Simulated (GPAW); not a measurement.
A calculation with GPAW 26.7.0 of CdS (Greenockite) (ASE script, structure typed inline):

run.py

```python
from ase import Atoms
from ase.dft.bandgap import bandgap
from ase.io import write
from ase.units import GPa
from gpaw import GPAW, PW

atoms = Atoms(['Cd', 'Cd', 'S', 'S'],
              cell=[[4.15, 0.0, 0.0],
                    [-2.075, 3.5940054257, 0.0],
                    [0.0, 0.0, 6.737]],
              scaled_positions=[[0.6666666667, 0.3333333333, 0.5],
                                [0.3333333333, 0.6666666667, 0.0],
                                [0.6666666667, 0.3333333333, 0.875],
                                [0.3333333333, 0.6666666667, 0.375]],
              pbc=True)

calc = GPAW(mode=PW(450),
            xc='PBE',
            kpts={'size': (6, 6, 3), 'gamma': True},
            occupations={'name': 'fermi-dirac', 'width': 0.05},
            nbands=31,
            maxiter=120,
            txt='gpaw.txt')
atoms.calc = calc
energy = atoms.get_potential_energy()
forces = atoms.get_forces()
stress = atoms.get_stress()
calc.write('gs.gpw')
write('result.traj', atoms)
print(f'Energy: {energy:.6f} eV')
print('Forces (eV/A):')
print(forces.round(4))
print('Stress (GPa):', (stress / GPa).round(3))
print('Fermi level:', round(calc.get_fermi_level(), 4), 'eV')
print(f'Gap: {bandgap(calc)[0]:.4f} eV, direct: {bandgap(calc, direct=True)[0]:.4f} eV')
```

Potentials or basis: GPAW PAW data sets (gpaw-data 1.2.1), pw.

Command:

```bash
$ OMP_NUM_THREADS=1 python run.py
```

**Question.** Write the same calculation in another form: ASE script, Cartesian positions.

**Answer.** As run:

Contents of run.py:

```python
from ase.dft.bandgap import bandgap
from ase.io import read, write
from ase.units import GPa
from gpaw import GPAW, PW

atoms = read('CdS.xyz')

calc = GPAW(mode=PW(450),
            xc='PBE',
            kpts={'size': (6, 6, 3), 'gamma': True},
            occupations={'name': 'fermi-dirac', 'width': 0.05},
            nbands=31,
            maxiter=120,
            txt='gpaw.txt')
atoms.calc = calc
energy = atoms.get_potential_energy()
forces = atoms.get_forces()
stress = atoms.get_stress()
calc.write('gs.gpw')
write('result.traj', atoms)
print(f'Energy: {energy:.6f} eV')
print('Forces (eV/A):')
print(forces.round(4))
print('Stress (GPa):', (stress / GPa).round(3))
print('Fermi level:', round(calc.get_fermi_level(), 4), 'eV')
print(f'Gap: {bandgap(calc)[0]:.4f} eV, direct: {bandgap(calc, direct=True)[0]:.4f} eV')
```

File CdS.xyz:

```xyz
4
Lattice="4.1500000000 0.0000000000 0.0000000000 -2.0750000000 3.5940054257 0.0000000000 0.0000000000 0.0000000000 6.7370000000" Properties=species:S:1:pos:R:3 pbc="T T T"
Cd     2.0750000002      1.1980018084      3.3685000000
Cd    -0.0000000002      2.3960036173      0.0000000000
S      2.0750000002      1.1980018084      5.8948750000
S     -0.0000000002      2.3960036173      2.5263750000
```

Potentials or basis: GPAW PAW data sets (gpaw-data 1.2.1), pw.

Launch:

```console
$ OMP_NUM_THREADS=1 python run.py
```

Both were run:

|  | ASE script, structure typed inline | ASE script, Cartesian positions |
| --- | --- | --- |
| Pressure | 1.0 GPa | 1.0 GPa |
| Largest force | 0.067 eV/Å | 0.067 eV/Å |
| Band gap on the k mesh | 1.18 eV, direct | 1.18 eV, direct |

Keys that steer only the numerical path or the files written may differ.

Caveat: the cutoff is short for stress and forces, so pressures can be off by a GPa or more.
